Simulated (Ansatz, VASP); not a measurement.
## CdSe in VASP and in Ansatz

Contents of INCAR:

```
ALGO     = Fast           # electronic algorithm
EDIFF    = 1E-6           # SCF threshold, eV
ENCUT    = 520            # plane-wave cutoff, eV
GGA      = CA             # functional
ISIF     = 2              # what is computed and relaxed
ISMEAR   = 0              # smearing method
LASPH    = True           # aspherical terms in the spheres
LCHARG   = False          # write CHGCAR
LREAL    = False          # projectors in reciprocal space
LWAVE    = False          # write WAVECAR
NBANDS   = 16             # bands
NELM     = 100            # most SCF steps
PREC     = Accurate       # precision mode
SIGMA    = 0.15           # smearing width, eV
```

Contents of KPOINTS:

```
k-points
0
Gamma
  14 14 14
```

The input POSCAR:

```
CdSe
1.0
    0.0000000000      2.8739580000      2.8739580000
    2.8739580000      0.0000000000      2.8739580000
    2.8739580000      2.8739580000      0.0000000000
Cd Se
1 1
Direct
    0.0000000000      0.0000000000      0.0000000000
    0.4869517926      0.4869517926      0.5130482074
```

Input for Ansatz:

```yaml
crystal:
  lattice:
    - [0.0, 2.873958, 2.873958]
    - [2.873958, 0.0, 2.873958]
    - [2.873958, 2.873958, 0.0]
  atoms:
    - { symbol: Cd, position: [0.0, 0.0, 0.0] }
    - { symbol: Se, position: [0.4869517926, 0.4869517926, 0.5130482074] }
basis:
  ecutwfc: 420
kpoints:
  mp_grid: { grid: [14, 14, 14] }
hamiltonian:
  xc: lda
scf:
  occupations: { method: gaussian, width: 0.15 }
output:
  forces: true
  stress: true
  eigenvalues: true
```

Change from the starting cell: all Se atoms moved +0.075 Å, as atom 2 towards its neighbour atom 1 (Cd) at 2.874 Å.

Alike in both runs: task single point; functional LDA; k mesh 14 × 14 × 14; occupations gaussian, width 0.15 eV; no spin polarisation.

|  | VASP | Ansatz |
| --- | --- | --- |
| version | VASP 6.6.1 | Ansatz 0.2.0 |
| potentials or method | VASP PAW LDA potentials, release 64 (Cd, Se) | scalar-relativistic, plane waves, PAW |
| plane-wave cutoff (eV) | 520 | 420 |
| valence electrons in the cell | 18 | 36 |

VASP gave:

* gap on the k mesh at the Fermi level (eV): none
* pressure (GPa): -5.5
* largest component of the traceless stress (GPa): 0.27
* rms of the force components (eV/Å): 0.033

Problem. Which values does Ansatz return?

Solution. gap on the k mesh at the Fermi level (eV): none; pressure (GPa): -5.9; largest component of the traceless stress (GPa): 0.26; rms of the force components (eV/Å): 0.028.

Atom by atom the forces differ by 0.005 eV/Å (rms over components). A gap of «none» marks a metal or a gap that the smearing closes. The two sets of potentials don't hold the same shells in valence.
